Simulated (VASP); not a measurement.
TiO2:

```
Ti O
1.0
     4.59984    0.00000    0.00000
     0.00000    4.59984    0.00000
     0.00000    0.00000    2.95921
Ti O
2 4
Cartesian
  0.0000 0.0000 1.4796
  2.2999 2.2999 0.0000
  1.3998 1.3998 1.4796
  0.9001 3.6997 0.0000
  3.6997 0.9001 0.0000
  3.2000 3.2000 1.4796
```

The cell is a database's computed one.

- Program: VASP 6.6.1
- Task: relaxation of cell and atoms
- Functional: PBE
- Potentials or basis: VASP PAW PBE potentials, release 54 (Ti_sv, O)
- Cutoff: 600 eV
- k mesh: 6 × 6 × 9
- Occupations: fermi-dirac, width 0.05 eV
- Spin: no spin polarisation

At the start: pressure 4.7 GPa; volume 10.44 Å³/atom.

Problem. Where does the relaxation end?

Solution. Over 5 steps the energy falls by 3.4 meV/atom and the volume is 10.67 Å³/atom (+2.2 %); space group P4_2/mnm (No. 136, to 0.05 Å).

Step by step:
```
step  energy change (eV)  largest force (eV/Å)  pressure (GPa)  volume (Å³)
   1              0.0000                0.0197            4.68        62.61
   2              0.0066                0.1941           -5.05        65.41
   3             -0.0183                0.0811           -0.03        63.88
   4             -0.0201                0.0223            0.02        63.97
   5             -0.0203                0.0049            0.03        64.01
```

Final structure:
```yaml
crystal:
  lattice:
    - [4.64481, 0.00000, 0.00000]
    - [0.00000, 4.64481, 0.00000]
    - [0.00000, 0.00000, 2.96692]
  atoms:
    - { symbol: Ti, position: [0.00000, 0.00000, 0.50000] }
    - { symbol: Ti, position: [0.50000, 0.50000, 0.00000] }
    - { symbol: O, position: [0.30502, 0.30502, 0.50000] }
    - { symbol: O, position: [0.19498, 0.80502, 0.00000] }
    - { symbol: O, position: [0.80502, 0.19498, 0.00000] }
    - { symbol: O, position: [0.69498, 0.69498, 0.50000] }
```
